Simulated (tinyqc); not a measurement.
Inside a calculation. Method: Hueckel theory of the pi electrons, for the molecule c1ccncc1 (SMILES; centres numbered as the heavy atoms are written). Computed by tinyqc, a small Python program that keeps every step. Settings: charge = 0. Command: `OMP_NUM_THREADS=1 python tinyqc.py 20384 20385 out.jsonl` (the two numbers bound the seeds that draw the settings). One thread of a shared host (Intel(R) Xeon(R) Processor @ 2.60GHz), about 0.01 s of CPU time with the checks.

## The Hueckel matrix

Centres:
```
centre  z_r, pi electrons of the neutral centre         h
1C                                            1  0.000000
2C                                            1  0.000000
3C                                            1  0.000000
4N                                            1  0.510000
5C                                            1  0.000000
6C                                            1  0.000000
```

Bonds:
```
i  j  k
1  2  1
2  3  1
3  4  1
4  5  1
5  6  1
6  1  1
```

H_rr = alpha + h_r beta, H_rs = k_rs beta for bonded centres.

Hueckel matrix in units of beta (H = alpha + beta A), lower triangle:
```
          1C        2C        3C        4N        5C        6C
1C  0.000000
2C  1.000000  0.000000
3C  0.000000  1.000000  0.000000
4N  0.000000  0.000000  1.000000  0.510000
5C  0.000000  0.000000  0.000000  1.000000  0.000000
6C  1.000000  0.000000  0.000000  0.000000  1.000000  0.000000
```

## Orbitals

pi electrons, sum of z_r less the charge = 6

Diagonalise; E = alpha + x beta with beta < 0, so the largest x are filled first; degenerate levels share their electrons. P = sum n_i c_ri c_si; each orbital has its largest coefficient positive (the first on a tie).

x values: 2.110171  1.170455  1.000000  -0.837986  -1.000000  -1.932639

occupations: 2.000000  2.000000  2.000000  0.000000  0.000000  0.000000

coefficients:
```
         MO1        MO2        MO3        MO4        MO5        MO6
1C  0.341311   0.598314   0.000000   0.566128   0.000000   0.452799
2C  0.360112   0.350150   0.500000  -0.237204   0.500000  -0.437549
3C  0.418587  -0.188479   0.500000  -0.367354  -0.500000   0.392825
4N  0.523178  -0.570756   0.000000   0.545041   0.000000  -0.321640
5C  0.418587  -0.188479  -0.500000  -0.367354   0.500000   0.392825
6C  0.360112   0.350150  -0.500000  -0.237204  -0.500000  -0.437549
```

charge and bond-order matrix P, lower triangle:
```
           1C         2C         3C         4N        5C        6C
1C   0.948944
2C   0.664819   1.004571
3C   0.060197   0.669485   0.921479
4N  -0.325850  -0.022895   0.653143   1.198956
5C   0.060197  -0.330515  -0.078521   0.653143  0.921479
6C   0.664819   0.004571  -0.330515  -0.022895  0.669485  1.004571
```

## Energy, charges, bond orders

E = sum n x; q_r = z_r - P_rr; bond order p = P_rs; free valence = sqrt(3) - sum of p over the bonds of the atom.

pi energy = 6 alpha + this times beta = 8.561251

pi charges: 1C 0.051056, 2C -0.004571, 3C 0.078521, 4N -0.198956, 5C 0.078521, 6C -0.004571

Bond orders and lengths from R = 1.517 - 0.180 p (angstrom, C-C alone):
```
bond         p         R
1-2   0.664819  1.397333
2-3   0.669485  1.396493
3-4   0.653143         -
4-5   0.653143         -
5-6   0.669485  1.396493
6-1   0.664819  1.397333
```

free valence of the carbons: 1C 0.402413, 2C 0.397747, 3C 0.409424, 5C 0.409424, 6C 0.397747

gap between the highest filled and the next level = 1.837986 |beta|
